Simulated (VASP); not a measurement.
# CdSe (Cadmoselite) (P6_3mc) in VASP: further runs

One crystal, CdSe (Cadmoselite), is run at these levels: HSE06; tasks: single point.

Program: VASP 6.6.1. These are calculated values, not measurements. Logs are shortened: lines on timing, memory, paths and dates and some standing lists are left out, and cuts for length are marked.

## Step 1: The crystal as given

The structure is hexagonal, space group P6_3mc (No. 186). The conventional cell has a = 4.300 Å, b = 4.300 Å, c = 7.020 Å, α = 90.00°, β = 90.00°, γ = 120.00°. Cd (site symmetry 3m) has 4 Se at 2.61 to 2.70 Å as nearest neighbours. Se (site symmetry 3m) is surrounded by 4 Cd at 2.61 to 2.70 Å.

## Step 2: Single point, HSE06

POSCAR reads:

```
CdSe
1.0
    4.3000000000      0.0000000000      0.0000000000
   -2.1500000000      3.7239092363      0.0000000000
    0.0000000000      0.0000000000      7.0200000000
Cd Se
2 2
Direct
    0.6666666667      0.3333333333      0.5000000000
    0.3333333333      0.6666666667      0.0000000000
    0.6666666667      0.3333333333      0.8850000000
    0.3333333333      0.6666666667      0.3850000000
```

INCAR.step1 reads:

```
SYSTEM = CdSe
ALGO = Normal
EDIFF = 1E-5
ENCUT = 280
GGA = PE
ISIF = 2
ISMEAR = 0
LASPH = .TRUE.
LCHARG = .FALSE.
LREAL = .FALSE.
LWAVE = .TRUE.
NBANDS = 26
NELM = 100
NKRED = 1
PREC = Accurate
SIGMA = 0.01
```

INCAR.step2 reads:

```
SYSTEM = CdSe
ALGO = Normal
EDIFF = 1E-6
ENCUT = 280
GGA = PE
HFSCREEN = 0.2
ISIF = 2
ISMEAR = 0
ISTART = 1
LASPH = .TRUE.
LCHARG = .FALSE.
LHFCALC = .TRUE.
LREAL = .FALSE.
LWAVE = .FALSE.
NBANDS = 26
NELM = 100
NKRED = 1
PREC = Accurate
PRECFOCK = Fast
SIGMA = 0.01
```

KPOINTS reads:

```
k-points
0
G
  3 3 2
  0 0 0
```

Potentials or basis: VASP PAW PBE potentials, release 64 (Cd, Se).

Run with:

```console
> cat potpaw_PBE.64/Cd/POTCAR potpaw_PBE.64/Se/POTCAR > POTCAR
> cp INCAR.step1 INCAR
> mpirun -np 1 vasp_std > vasp.out
> cp INCAR.step2 INCAR
> mpirun -np 1 vasp_std > vasp.out
```

OUTCAR:

```text
SYSTEM = CdSe
   EDIFF = 1E-6
   ENCUT = 280
   GGA = PE
   HFSCREEN = 0.2
   ISIF = 2
   ISMEAR = 0
   ISTART = 1
   LASPH = .TRUE.
   LHFCALC = .TRUE.
   LREAL = .FALSE.
   NELM = 100
   NKRED = 1
   PREC = Accurate
   PRECFOCK = Fast

 Found      6 irreducible k-points:

 Following reciprocal coordinates:
            Coordinates               Weight
  0.000000  0.000000  0.000000      1.000000
  0.333333 -0.000000  0.000000      6.000000
  0.333333  0.333333  0.000000      2.000000
  0.000000  0.000000  0.500000      1.000000
  0.333333 -0.000000  0.500000      6.000000
  0.333333  0.333333  0.500000      2.000000
   k-points           NKPTS =      6   k-points in BZ     NKDIM =     18   number of bands    NBANDS=     26
   number of dos      NEDOS =    301   number of ions     NIONS =      4
   total plane-waves  NPLWV =  23040
   dimension x,y,z NGX =    24 NGY =   24 NGZ =   40
   dimension x,y,z NGXF=    48 NGYF=   48 NGZF=   80
   ions per type =               2   2
   NGX,Y,Z   is equivalent  to a cutoff of   9.28,  9.28,  9.47 a.u.
   NGXF,Y,Z  is equivalent  to a cutoff of  18.56, 18.56, 18.95 a.u.
 SYSTEM =  CdSe
   PREC   = accura    normal or accurate (medium, high low for compatibility)
   ISTART =      1    job   : 0-new  1-cont  2-samecut
   ICHARG =      0    charge: 1-file 2-atom 10-const
   ISPIN  =      1    spin polarized calculation?
   LNONCOLLINEAR =      F non collinear calculations
   LSORBIT =      F    spin-orbit coupling
   LASPH  =      T    aspherical Exc in radial PAW
   ENCUT  =  280.0 eV  20.58 Ry    4.54 a.u.   5.87  5.87  9.58*2*pi/ulx,y,z
   NELM   =    100;   NELMIN=  2; NELMDL=  0     # of ELM steps
   EDIFF  = 0.1E-05   stopping-criterion for ELM
   LREAL  =      F    real-space projection
   EDIFFG = 0.1E-04   stopping-criterion for IOM
   NSW    =      0    number of steps for IOM
   IBRION =     -1    ionic relax: 0-MD 1-quasi-New 2-CG
   NFREE  =      0    steps in history (QN), initial steepest desc. (CG)
   ISIF   =      2    stress and relaxation
   ISYM   =      3    0-nonsym 1-usesym 2-fastsym
   POTIM  = 0.5000    time-step for ionic-motion
   TEBEG  =    0.0;   TEEND  =   0.0 temperature during run
   PSTRESS=    0.0 pullay stress
   NELECT =      36.0000    total number of electrons
   NUPDOWN=      -1.0000    fix difference up-down
   EMIN   =  10.00;   EMAX   =-10.00  energy-range for DOS
   EFERMI =   0.00;   METHOD = LEGACY
   ISMEAR =     0;   SIGMA  =   0.01  broadening in eV -4-tet -1-fermi 0-gaus
   EFERMI_NEDOS =   21; number of points for ismear=-14 and -15
   IALGO  =     38    algorithm
   IMIX   =      1    mixing-type and parameters
     AMIX     =   0.40;   BMIX     =  1.00
     AMIX_MAG =   1.60;   BMIX_MAG =  1.00
  volume/ion in A,a.u.               =      28.10       189.64
  Fermi-wavevector in a.u.,A,eV,Ry     =   1.120059  2.116604 17.068937  1.254531
  Thomas-Fermi vector in A             =   2.256702
   LORBIT       =      0    0 simple, 1 ext, 2 COOP (PROOUT), +10 PAW based schemes
   GGA     = PE    functional components
   LHFCALC =     T    Hartree Fock is set to
   PRECFOCK=fast      Normal, Fast or Accurate (Low or Medium for compatibility)
   ENCUT4O =  -1.0   cutoff for four orbital integrals eV
   NKREDX  =     1    reduce k-point grid by
   NKREDY  =     1    reduce k-point grid by
   NKREDZ  =     1    reduce k-point grid by
   AEXX    =    0.2500 exact exchange contribution
   HFSCREEN=    0.2000 screening length (either q_TF or 0.3 A-1)
   HFSCREENC=   0.2000 screening length for correlation (either q_TF or 0.3 A-1)
   ENCUTFOCK=  -1.0 apply spherical cutoff to Coloumb kernel
   IVDW    =     0    specifies the selected vdW correction
   LEPSILON=     F    determine dielectric tensor
   LRPA    =     F    only Hartree local field effects (RPA)
 non-spin polarized calculation
 Gauss-broadening in eV      SIGMA  =   0.01
  energy-cutoff  :      280.00
  volume of cell :      112.41
 maximum number of plane-waves:      1196
 NGX is ok and might be reduce to    24
  NGX = 14; NGY = 14; NGZ = 24

 number of electron      35.9999993 magnetization

 Free energy of the ion-electron system (eV)
  ---------------------------------------------------
  ext. energy  EPLUGINS =         0.00000000
  ---------------------------------------------------
  free energy    TOTEN  =       -13.47834751 eV

  energy without entropy =      -13.47834751  energy(sigma->0) =      -13.47834751

 E-fermi :   0.4122     XC(G=0):  -7.3607

 val. band max:        0.3661597186   @ k =   0.0000   0.0000   0.0000
 cond. band min:       2.0437066438   @ k =   0.0000   0.0000   0.0000
 fundamental gap:      1.6775469252
 Fermi energy:         0.4122181826

 k-point     1 :       0.0000    0.0000    0.0000
  band No.  band energies     occupation
      1     -13.3363      2.00000
      2     -12.9360      2.00000
      3      -8.7909      2.00000
      4      -8.7908      2.00000
      5      -8.7366      2.00000
      6      -8.7339      2.00000
      7      -8.7338      2.00000
      8      -8.4344      2.00000
      9      -8.4343      2.00000
     10      -8.3747      2.00000
     11      -8.3746      2.00000
     12      -8.0510      2.00000
     13      -4.1778      2.00000
     14      -0.4358      2.00000
     15      -0.4357      2.00000
     16       0.3399      2.00000
     17       0.3399      2.00000
     18       0.3662      2.00000
     19       2.0437      0.00000
     20       3.4935      0.00000
     21       7.2774      0.00000
     22       7.2774      0.00000
     23       7.5649      0.00000
     24       8.4699      0.00000
     25       8.4699      0.00000
     26       9.2466      0.00000

 k-point     2 :       0.3333   -0.0000    0.0000
  band No.  band energies     occupation
      1     -13.0446      2.00000
      2     -12.8207      2.00000
      3      -8.7000      2.00000
      4      -8.6912      2.00000
      5      -8.6063      2.00000
      6      -8.5758      2.00000
      7      -8.4967      2.00000
      8      -8.4703      2.00000
      9      -8.4182      2.00000
     10      -8.3725      2.00000
     11      -8.3581      2.00000
     12      -7.9051      2.00000
     13      -3.8435      2.00000
     14      -2.8870      2.00000
     15      -2.4589      2.00000
     16      -1.3817      2.00000
     17      -0.4457      2.00000
     18      -0.3314      2.00000
     19       4.3972      0.00000
     20       4.7606      0.00000
     21       6.4260      0.00000
     22       7.3003      0.00000
     23       8.0884      0.00000
     24       8.9052      0.00000
     25       9.2517      0.00000
     26       9.8459      0.00000

 k-point     3 :       0.3333    0.3333    0.0000
  band No.  band energies     occupation
      1     -12.8331      2.00000
      2     -12.8331      2.00000
      3      -8.7003      2.00000
      4      -8.5723      2.00000
      5      -8.5721      2.00000
      6      -8.5562      2.00000
      7      -8.4438      2.00000
      8      -8.4437      2.00000
      9      -8.4395      2.00000
     10      -8.3864      2.00000
     11      -7.9238      2.00000
     12      -7.9237      2.00000
     13      -3.6966      2.00000
     14      -3.6966      2.00000
     15      -2.9212      2.00000
     16      -1.5587      2.00000
     17      -1.5587      2.00000
     18      -1.5501      2.00000
     19       5.5741      0.00000
     20       6.3522      0.00000
     21       6.3522      0.00000
     22       8.4124      0.00000
     23       8.4799      0.00000
     24       8.4799      0.00000
     25       9.3579      0.00000
     26       9.3579      0.00000

 k-point     4 :       0.0000    0.0000    0.5000
  band No.  band energies     occupation
      1     -13.1330      2.00000
      2     -13.1330      2.00000
      3      -8.7667      2.00000
      4      -8.7667      2.00000
      5      -8.7666      2.00000
      6      -8.7666      2.00000
      7      -8.5201      2.00000
      8      -8.5201      2.00000
      9      -8.4018      2.00000
     10      -8.4018      2.00000
     11      -8.4017      2.00000
     12      -8.4017      2.00000
     13      -2.3192      2.00000
     14      -2.3192      2.00000
     15      -0.0640      2.00000
     16      -0.0640      2.00000
     17      -0.0640      2.00000
     18      -0.0640      2.00000
     19       3.7173      0.00000
     20       3.7173      0.00000
     21       7.2349      0.00000
     22       7.2349      0.00000
     23       7.6654      0.00000
     24       7.6654      0.00000
     25       7.6654      0.00000
     26       7.6654      0.00000

 k-point     5 :       0.3333   -0.0000    0.5000
  band No.  band energies     occupation
      1     -12.9251      2.00000
      2     -12.9251      2.00000
      3      -8.6553      2.00000
      4      -8.6553      2.00000
      5      -8.6523      2.00000
      6      -8.6523      2.00000
      7      -8.4779      2.00000
      8      -8.4779      2.00000
      9      -8.3915      2.00000
     10      -8.3915      2.00000
     11      -8.1944      2.00000
     12      -8.1944      2.00000
     13      -3.5253      2.00000
     14      -3.5253      2.00000
     15      -1.0906      2.00000
     16      -1.0906      2.00000
     17      -0.8916      2.00000
     18      -0.8916      2.00000
     19       4.5803      0.00000
     20       4.5803      0.00000
     21       6.3214      0.00000
     22       6.3214      0.00000
     23       8.6682      0.00000
     24       8.6682      0.00000
     25       9.2952      0.00000
     26       9.2952      0.00000

 k-point     6 :       0.3333    0.3333    0.5000
  band No.  band energies     occupation
      1     -12.8241      2.00000
      2     -12.8241      2.00000
      3      -8.6169      2.00000
      4      -8.6169      2.00000
      5      -8.6082      2.00000
      6      -8.6082      2.00000
      7      -8.4312      2.00000
      8      -8.4312      2.00000
      9      -8.4295      2.00000
     10      -8.4295      2.00000
     11      -7.9170      2.00000
     12      -7.9170      2.00000
     13      -4.0321      2.00000
     14      -4.0321      2.00000
     15      -2.3009      2.00000
     16      -2.3009      2.00000
     17      -0.7672      2.00000
     18      -0.7672      2.00000
     19       5.1770      0.00000
     20       5.1770      0.00000
     21       7.2036      0.00000
     22       7.2036      0.00000
     23       7.7604      0.00000
     24       7.7604      0.00000
     25      10.4140      0.00000
     26      10.4158      0.00000

------------------------ aborting loop because EDIFF is reached ----------------------------------------

  FORCE on cell =-STRESS in cart. coord.  units (eV):
  Direction    XX          YY          ZZ          XY          YZ          ZX
  --------------------------------------------------------------------------------------
  -------------------------------------------------------------------------------------
  Total        2.0109465      2.0109465     -0.1059660      0.0000000      0.0000000      0.0000000
  in kB       28.6619974     28.6619974     -1.5103327      0.0000000      0.0000000      0.0000000
  external PRESSURE =      18.6045540 kB  Pullay stress =       0.0000000 kB

 VOLUME and BASIS-vectors are now :
 -----------------------------------------------------------------------------
  energy-cutoff  :      280.00
  volume of cell :      112.41
      direct lattice vectors                 reciprocal lattice vectors
     4.300000000  0.000000000  0.000000000     0.232558140  0.134267504  0.000000000
    -2.150000000  3.723909236  0.000000000     0.000000000  0.268535009  0.000000000
     0.000000000  0.000000000  7.020000000     0.000000000  0.000000000  0.142450142

 POSITION                                       TOTAL-FORCE (eV/Angst)
 -----------------------------------------------------------------------------------
      2.15000      1.24130      3.51000        -0.000000      0.000000      0.332584
     -0.00000      2.48261      0.00000         0.000000     -0.000000      0.332584
      2.15000      1.24130      6.21270         0.000000      0.000000     -0.332584
     -0.00000      2.48261      2.70270        -0.000000     -0.000000     -0.332584
 -----------------------------------------------------------------------------------
    total drift:                                0.000001      0.000002     -0.000478

  FREE ENERGIE OF THE ION-ELECTRON SYSTEM (eV)
  ---------------------------------------------------
  free  energy   TOTEN  =       -13.4783475144 eV

  energy  without entropy=      -13.4783475144  energy(sigma->0) =      -13.47834751
```

Run time: 80 s. Hardware: 1 thread of Intel Xeon 6975P-C (Granite Rapids), shared host; peak memory 0.25 GiB.

The run converged, but some of its settings lie outside the range that counts as converged, so its numbers aren't taken as properties of the crystal.

What came out:

```
Free energy            : -13.4783 eV
Largest force          : 0.333 eV/Å
Band gap on the k mesh : 1.68 eV, direct
```

Caveat: the k mesh is coarse (spacing up to 0.56 Å⁻¹), so the values aren't converged, least of all with exact exchange; the cutoff is under 1.25 times the usual one of these potentials, so pressure, stress and relaxed cells hold a basis-set (Pulay) error; the PAW data sets were made with another functional, which shifts forces and pressure a little.

## Step 3: Single point, HSE06

POSCAR is that of step 2.

INCAR.step1: that of step 2 with these lines changed.

```diff
@@ -3,3 +3,3 @@
 EDIFF = 1E-5
-ENCUT = 280
+ENCUT = 400
 GGA = PE
```

INCAR.step2: that of step 2 with these lines changed.

```diff
@@ -3,3 +3,3 @@
 EDIFF = 1E-6
-ENCUT = 280
+ENCUT = 400
 GGA = PE
```

KPOINTS reads:

```
k-points
0
G
  2 2 1
  0 0 0
```

Potentials or basis: VASP PAW PBE potentials, release 64 (Cd, Se).

Run with:

```console
> cat potpaw_PBE.64/Cd/POTCAR potpaw_PBE.64/Se/POTCAR > POTCAR
> cp INCAR.step1 INCAR
> mpirun -np 1 vasp_std > vasp.out
> cp INCAR.step2 INCAR
> mpirun -np 1 vasp_std > vasp.out
```

Run time: 23 s. Hardware: 1 thread of Intel Xeon 6975P-C (Granite Rapids), shared host; peak memory 0.28 GiB.

The run converged, but some of its settings lie outside the range that counts as converged, so its numbers aren't taken as properties of the crystal.

What came out:

```yaml
Free_energy: -13.0305 eV
Pressure: 2.1 GPa
Largest_force: 0.388 eV/Å
Band_gap_on_the_k_mesh: 1.78 eV, direct
```

Caveat: the k mesh is coarse (spacing up to 0.90 Å⁻¹), so the values aren't converged, least of all with exact exchange; the PAW data sets were made with another functional, which shifts forces and pressure a little.
